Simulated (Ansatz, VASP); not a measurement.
**BeTe in VASP and in Ansatz**

The input INCAR:

```
PREC     = Accurate       # precision mode
ENCUT    = 520            # plane-wave cutoff, eV
EDIFF    = 1E-8           # SCF threshold, eV
ISMEAR   = -1             # smearing method
SIGMA    = 0.02           # smearing width, eV
LREAL    = False          # projectors in reciprocal space
LASPH    = True           # aspherical terms in the spheres
NELM     = 100            # most SCF steps
ALGO     = Normal         # electronic algorithm
ISIF     = 2              # what is computed and relaxed
LWAVE    = False          # write WAVECAR
LCHARG   = False          # write CHGCAR
GGA      = PE             # functional
LEFG     = True         
NBANDS   = 11             # bands
```

The input KPOINTS:

```
regular mesh
0
Gamma
  9 9 9
```

The input POSCAR:

```
BeTe
1.0
    0.0000000000      2.8314587876      2.8314587876
    2.8314587876      0.0000000000      2.8314587876
    2.8314587876      2.8314587876      0.0000000000
Be Te
1 1
Direct
    0.0000000000      0.0000000000      0.0000000000
    0.2500000000      0.2500000000      0.2500000000
```

Input for Ansatz:

```yaml
crystal:
  lattice:
    - [0.0, 2.8314587876, 2.8314587876]
    - [2.8314587876, 0.0, 2.8314587876]
    - [2.8314587876, 2.8314587876, 0.0]
  atoms:
    - { symbol: Be, position: [0.0, 0.0, 0.0] }
    - { symbol: Te, position: [0.25, 0.25, 0.25] }
kpoints:
  mp_grid: { grid: [9, 9, 9] }
scf:
  occupations: { method: fermi_dirac, width: 0.02 }
hamiltonian:
  xc: pbe
  pseudopotentials: { kind: paw }
output:
  forces: true
  stress: true
  populations: true
  efg: { quadrupole_moments_barn: { Be: 0.05288 }, contact_densities: true }
```

The cell comes from a database or a generator and needn't be the stable form of this composition.

Alike in both runs: task electric field gradients; functional PBE; k mesh 9 × 9 × 9; occupations fermi-dirac, width 0.02 eV; no spin polarisation.

|  | VASP | Ansatz |
| --- | --- | --- |
| version | VASP 6.6.1 | Ansatz 0.2.0 |
| potentials or method | VASP PAW PBE potentials, release 64 (Be, Te) | plane-wave PAW, scalar-relativistic |
| plane-wave cutoff (eV) | 520 | 420 |
| valence electrons in the cell | 8 | 18 |

```csv
,VASP,Ansatz,Ansatz less VASP
gap on the k mesh at the Fermi level (eV),2.04,2.06,+0.014
pressure (GPa),0.2,0.0,-0.13
Vzz of the field gradient on the site that differs most (V/Å²),0.0,0.0,0.00
```

The functional is the same, so the differences come from potentials, cutoffs and numerics. The two sets of potentials don't hold the same shells in valence. Ansatz warned: «gradients_without_spin_orbit».

Caveats: spin-orbit coupling is left out, which moves the levels of the heavy elements; an odd mesh through Γ misses points on the zone boundary, where band edges often lie.
